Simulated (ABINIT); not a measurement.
# WC (Qusongite) (P-6m2) in ABINIT: further runs

One crystal, WC (Qusongite), is run at these levels: PBE, PBEsol, LDA; tasks: single point, relaxation of cell and atoms.

Everything below comes from runs of ABINIT 10.8.3 (patched build). Logs are shortened: lines on timing, memory, paths and dates and some standing lists are left out, and cuts for length are marked. The log counts tension as positive stress, the text compression.

## 1. Starting point

It takes space group P-6m2 (No. 187, hexagonal). The conventional cell has a = 2.907 Å, b = 2.907 Å, c = 2.837 Å, α = 90.00°, β = 90.00°, γ = 120.00°. W (site symmetry -6m2) has 6 C at 2.20 Å as nearest neighbours. C (site symmetry -6m2) has 6 W at 2.20 Å as nearest neighbours.

## 2. Single point, PBE

File run.abi:

```
pp_dirpath "./"
pseudos "W.upf, C.upf"

acell 3*1.0 Angstrom
rprim
     2.9065000000     0.0000000000     0.0000000000
    -1.4532500000     2.5171028361     0.0000000000
     0.0000000000     0.0000000000     2.8366000000
ntypat 2
znucl 74 6
natom 2
typat 1 2
xred
     0.0000000000     0.0000000000     0.0000000000
     0.6666666667     0.3333333333     0.5000000000

ecut 1006.821291 eV

kptopt 1
ngkpt 8 8 7
nshiftk 1
shiftk 0.0 0.0 0.0

ixc 11

nband 13
occopt 3
tsmear 0.00183747

nstep 100
tolvrs 1.0e-10

iomode 3
prtwf 0
prteig 0
prtebands 0
prtden 1
prtvha 1
prtvclmb 1
prtpot 1
prtelf 1
```

Potentials or basis: PseudoDojo NC SR PBE v0.5 stringent.

Run with:

```sh
$ mpirun --bind-to none -np 4 abinit run.abi > log 2>&1
```

run.abo:

```text
.Version 10.8.3 of ABINIT
 Symmetries : space group P-6 m 2 (#187); Bravais hP (primitive hexag.)
================================================================================
 Values of the parameters that define the memory need of the present run
     intxc =       0    ionmov =       0      iscf =       7    lmnmax =       8
     lnmax =       8     mgfft =      32  mpssoang =       4    mqgrid =    3001
     natom =       2  nloc_mem =       1    nspden =       1   nspinor =       1
    nsppol =       1      nsym =      12    n1xccc =    2501    ntypat =       2
    occopt =       3   xclevel =       2
       mpw =        1535          nfft =       30720          nkpt =          40
================================================================================
================================================================================

--------------------------------------------------------------------------------
------------- Echo of variables that govern the present computation ------------
--------------------------------------------------------------------------------
 -outvars: echo values of preprocessed input variables --------
            acell      1.8897261259E+00  1.8897261259E+00  1.8897261259E+00 Bohr
              amu      1.83850000E+02  1.20110000E+01
             ecut      3.70000000E+01 Hartree
              ixc          11
         kptrlatt        8    0    0      0    8    0      0    0    7
          kptrlen      3.75227799E+01
            natom           2
            nband          13
            ngfft          32      32      30
             nkpt          40
            nstep         100
             nsym          12
           ntypat           2
           occopt           3
        prtebands           0
           prteig           0
           prtelf           1
           prtpot           1
         prtvclmb           1
           prtvha           1
            prtwf           0
            rprim      2.9065000000E+00  0.0000000000E+00  0.0000000000E+00
                      -1.4532500000E+00  2.5171028361E+00  0.0000000000E+00
                       0.0000000000E+00  0.0000000000E+00  2.8366000000E+00
          spgroup         187
           tolvrs      1.00000000E-10
           tsmear      1.83747000E-03 Hartree
            typat      1  2
           xangst      0.0000000000E+00  0.0000000000E+00  0.0000000000E+00
                       1.4532500000E+00  8.3903427870E-01  1.4183000000E+00
            xcart      0.0000000000E+00  0.0000000000E+00  0.0000000000E+00
                       2.7462444925E+00  1.5855449970E+00  2.6801985644E+00
             xred      0.0000000000E+00  0.0000000000E+00  0.0000000000E+00
                       6.6666666667E-01  3.3333333333E-01  5.0000000000E-01
            znucl       74.00000    6.00000

================================================================================

 chkinp: Checking input parameters for consistency.

================================================================================
== DATASET  1 ==================================================================

--- !DatasetInfo
iteration_state: {dtset: 1, }
dimensions: {natom: 2, nkpt: 40, mband: 13, nsppol: 1, nspinor: 1, nspden: 1, mpw: 1535, }
cutoff_energies: {ecut:  37.0, pawecutdg:  -1.0, }
electrons: {nelect:   1.80000000E+01, charge:   0.00000000E+00, occopt:   3.00000000E+00, tsmear:   1.83747000E-03, }
meta: {optdriver: 0, ionmov: 0, optcell: 0, iscf: 7, paral_kgb: 0, }
...

 Exchange-correlation functional for the present dataset will be:
  GGA: Perdew-Burke-Ernzerhof functional - ixc=11
  J.P.Perdew, K.Burke, M.Ernzerhof, PRL 77, 3865 (1996)

 Real(R)+Recip(G) space primitive vectors, cartesian coordinates (Bohr,Bohr^-1):
 R(1)=  5.4924890  0.0000000  0.0000000  G(1)=  0.1820668  0.1051163  0.0000000
 R(2)= -2.7462445  4.7566350  0.0000000  G(2)=  0.0000000  0.2102327  0.0000000
 R(3)=  0.0000000  0.0000000  5.3603971  G(3)=  0.0000000  0.0000000  0.1865533
 Unit cell volume ucvol=  1.4004448E+02 bohr^3
 Angles (23,13,12)=  9.00000000E+01  9.00000000E+01  1.20000000E+02 degrees

 getcut: wavevector=  0.0000  0.0000  0.0000  ngfft=  32  32  30
         ecut(hartree)=     37.000   => boxcut(ratio)=   2.04389

--- Pseudopotential description ------------------------------------------------
- pspini: atom type   1  psp file is ./W.upf
12 -101130 3 -1 1396                          pspcod,pspxc,lmax,lloc,mmax
     nproj     2     2     2     2

- pspini: atom type   2  psp file is ./C.upf
12 -101130 1 -1 1248                          pspcod,pspxc,lmax,lloc,mmax
     nproj     2     2     0     0

   2.88375514E+02                                ecore*ucvol(ha*bohr**3)
--------------------------------------------------------------------------------

================================================================================

--- !BeginCycle
iteration_state: {dtset: 1, }
solver: {iscf: 7, nstep: 100, nline: 4, wfoptalg: 0, }
tolerances: {tolvrs: 1.00E-10, }
...

     iter   Etot(hartree)      deltaE(h)  residm     vres2
 ETOT  1  -81.727390970448    -8.173E+01 2.976E-01 5.486E+02
 ETOT  2  -81.652754667266     7.464E-02 1.222E-01 9.366E+02
 ETOT  3  -81.886948989475    -2.342E-01 1.636E-02 7.462E-01
 ETOT  4  -81.887237567528    -2.886E-04 1.013E-02 5.993E-02
 ETOT  5  -81.887242506575    -4.939E-06 9.372E-03 2.403E-02
 ETOT  6  -81.887248260988    -5.754E-06 3.468E-03 1.657E-03
 ETOT  7  -81.887248698603    -4.376E-07 1.713E-03 1.027E-05
 ETOT  8  -81.887248701189    -2.587E-09 5.865E-04 3.512E-07
 ETOT  9  -81.887248701278    -8.829E-11 2.450E-04 6.380E-09
 ETOT 10  -81.887248701280    -2.288E-12 1.270E-04 4.969E-11

 At SCF step   10       vres2   =  4.97E-11 < tolvrs=  1.00E-10 =>converged.

 Compute ELF
--------------------------------------------------------------------------------

 Compute kinetic energy density

 Compute gradient of the electron density
 Electron Localization Function (ELF) [min:0;max:1]
)     Maximum=    8.3595E-01  at reduced coord.    0.0000    0.0000    0.8000
)     Minimum=    2.3910E-05  at reduced coord.    0.6563    0.3125    0.5000
   Integrated=    5.7616E+01

--------------------------------------------------------------------------------
 End of ELF section

 Cartesian components of stress tensor (hartree/bohr^3)
  sigma(1 1)= -1.94638937E-04  sigma(3 2)=  0.00000000E+00
  sigma(2 2)= -1.94638937E-04  sigma(3 1)=  0.00000000E+00
  sigma(3 3)= -1.63170175E-04  sigma(2 1)=  0.00000000E+00

--- !ResultsGS
iteration_state: {dtset: 1, }
comment   : Summary of ground state results
lattice_vectors:
- [  5.4924890,   0.0000000,   0.0000000, ]
- [ -2.7462445,   4.7566350,   0.0000000, ]
- [  0.0000000,   0.0000000,   5.3603971, ]
lattice_lengths: [   5.49249,    5.49249,    5.36040, ]
lattice_angles: [ 90.000,  90.000, 120.000, ] # degrees, (23, 13, 12)
lattice_volume:   1.4004448E+02
convergence: {deltae: -2.288E-12, res2:  4.969E-11, residm:  1.270E-04, diffor: null, }
etotal    :  -8.18872487E+01
entropy   :   0.00000000E+00
fermie    :   6.45485434E-01
cartesian_stress_tensor: # hartree/bohr^3
- [ -1.94638937E-04,   0.00000000E+00,   0.00000000E+00, ]
- [  0.00000000E+00,  -1.94638937E-04,   0.00000000E+00, ]
- [  0.00000000E+00,   0.00000000E+00,  -1.63170175E-04, ]
pressure_GPa:   5.4179E+00
xred      :
- [  0.0000E+00,   0.0000E+00,   0.0000E+00,  W]
- [  6.6667E-01,   3.3333E-01,   5.0000E-01,  C]
cartesian_forces: # hartree/bohr
- [  0.00000000E+00,   0.00000000E+00,  -0.00000000E+00, ]
- [  0.00000000E+00,   0.00000000E+00,  -0.00000000E+00, ]
force_length_stats: {min:   0.00000000E+00, max:   0.00000000E+00, mean:   0.00000000E+00, }
...

 Integrated electronic density in atomic spheres:
 ------------------------------------------------
 Atom  Sphere_radius  Integrated_density
    1        2.00000         10.16684415
    2        2.00000          4.09954071
================================================================================

 ----iterations are completed or convergence reached----

 Mean square residual over all n,k,spin=   42.424E-08; max=  12.699E-05
 reduced coordinates (array xred) for    2 atoms
       0.000000000000      0.000000000000      0.000000000000
       0.666666666667      0.333333333333      0.500000000000
 rms dE/dt=  1.3741E-29; max dE/dt=  1.6829E-29; dE/dt below (all hartree)
    1      -0.000000000000      0.000000000000      0.000000000000
    2      -0.000000000000      0.000000000000      0.000000000000

 cartesian coordinates (angstrom) at end:
    1      0.00000000000000     0.00000000000000     0.00000000000000
    2      1.45325000000000     0.83903427870000     1.41830000000000

 cartesian forces (hartree/bohr) at end:
    1      0.00000000000000     0.00000000000000    -0.00000000000000
    2      0.00000000000000     0.00000000000000    -0.00000000000000
 frms,max,avg= 0.0000000E+00 0.0000000E+00   0.000E+00  0.000E+00  0.000E+00 h/b

 cartesian forces (eV/Angstrom) at end:
    1      0.00000000000000     0.00000000000000    -0.00000000000000
    2      0.00000000000000     0.00000000000000    -0.00000000000000
 frms,max,avg= 0.0000000E+00 0.0000000E+00   0.000E+00  0.000E+00  0.000E+00 e/A
 length scales=  1.889726125908  1.889726125908  1.889726125908 bohr
              =  1.000000000000  1.000000000000  1.000000000000 angstroms
 Fermi (or HOMO) energy (hartree) =   0.64549   Average Vxc (hartree)=  -0.52075
 Eigenvalues (hartree) for nkpt=  40  k points:
 kpt#   1, nband= 13, wtk=  0.00223, kpt=  0.0000  0.0000  0.0000 (reduced coord)
  -2.07916   -0.75593   -0.75152   -0.75152    0.10919    0.48230    0.51798    0.51798
   0.64316    0.75955    0.75955    0.84658    0.84659
      occupation numbers for kpt#   1
   2.00000    2.00000    2.00000    2.00000    2.00000    2.00000    2.00000    2.00000
   1.55953    0.00000    0.00000    0.00000    0.00000
 prteigrs : prtvol=0 or 1, do not print more k-points.

--- !EnergyTerms
iteration_state     : {dtset: 1, }
comment             : Components of total free energy in Hartree
kinetic             :  2.44150107008053E+01
hartree             :  8.73695926584039E+00
xc                  : -1.87457993151933E+01
Ewald energy        : -6.60113242821039E+01
psp_core            :  2.05917091217140E+00
local_psp           : -4.47330934549815E+01
non_local_psp       :  1.23918921443249E+01
internal            : -8.18871840291367E+01
'-kT*entropy'       : -6.46721431474697E-05
total_energy        : -8.18872487012799E+01
total_energy_eV     : -2.22826555303123E+03
band_energy         : -4.25105841055960E+00
...

 Cartesian components of stress tensor (hartree/bohr^3)
  sigma(1 1)= -1.94638937E-04  sigma(3 2)=  0.00000000E+00
  sigma(2 2)= -1.94638937E-04  sigma(3 1)=  0.00000000E+00
  sigma(3 3)= -1.63170175E-04  sigma(2 1)=  0.00000000E+00

-Cartesian components of stress tensor (GPa)         [Pressure=  5.4179E+00 GPa]
- sigma(1 1)= -5.72647523E+00  sigma(3 2)=  0.00000000E+00
- sigma(2 2)= -5.72647523E+00  sigma(3 1)=  0.00000000E+00
- sigma(3 3)= -4.80063230E+00  sigma(2 1)=  0.00000000E+00

== END DATASET(S) ==============================================================
================================================================================

 -outvars: echo values of variables after computation  --------
            acell      1.8897261259E+00  1.8897261259E+00  1.8897261259E+00 Bohr
           etotal     -8.1887248701E+01
            fcart      0.0000000000E+00  0.0000000000E+00 -0.0000000000E+00
                       0.0000000000E+00  0.0000000000E+00 -0.0000000000E+00
            rprim      2.9065000000E+00  0.0000000000E+00  0.0000000000E+00
                      -1.4532500000E+00  2.5171028361E+00  0.0000000000E+00
                       0.0000000000E+00  0.0000000000E+00  2.8366000000E+00
           strten     -1.9463893693E-04 -1.9463893694E-04 -1.6317017544E-04
                       0.0000000000E+00  0.0000000000E+00  0.0000000000E+00
           xangst      0.0000000000E+00  0.0000000000E+00  0.0000000000E+00
                       1.4532500000E+00  8.3903427870E-01  1.4183000000E+00
             xred      0.0000000000E+00  0.0000000000E+00  0.0000000000E+00
                       6.6666666667E-01  3.3333333333E-01  5.0000000000E-01
 Calculation completed.
```

Run time: 6.6 s. Hardware: 4 MPI ranks of Arm Neoverse V2, shared host; peak memory 0.24 GiB.

What came out:

```
Free energy                                           : -2228.2656 eV
Pressure                                              : 5.4 GPa
Band gap on the k mesh                                : none (metal or under the smearing width)
Valence electrons inside the program's atomic spheres : W 10.17; C 4.10
```

Levels at points of the mesh, in eV from the Fermi level:
```tsv
k point	band 6	band 7	band 8	band 9	band 10	band 11	band 12	band 13
(0.00, 0.00, 0.00)	-4.44	-3.47	-3.47	-0.06	3.10	3.10	5.47	5.47
(0.50, 0.00, 0.00)	-7.18	-3.76	-3.70	-0.61	2.22	4.41	4.74	6.72
```

Spin-orbit coupling is left out, which matters for the levels of W.

(Continued in part 2 of 2.)
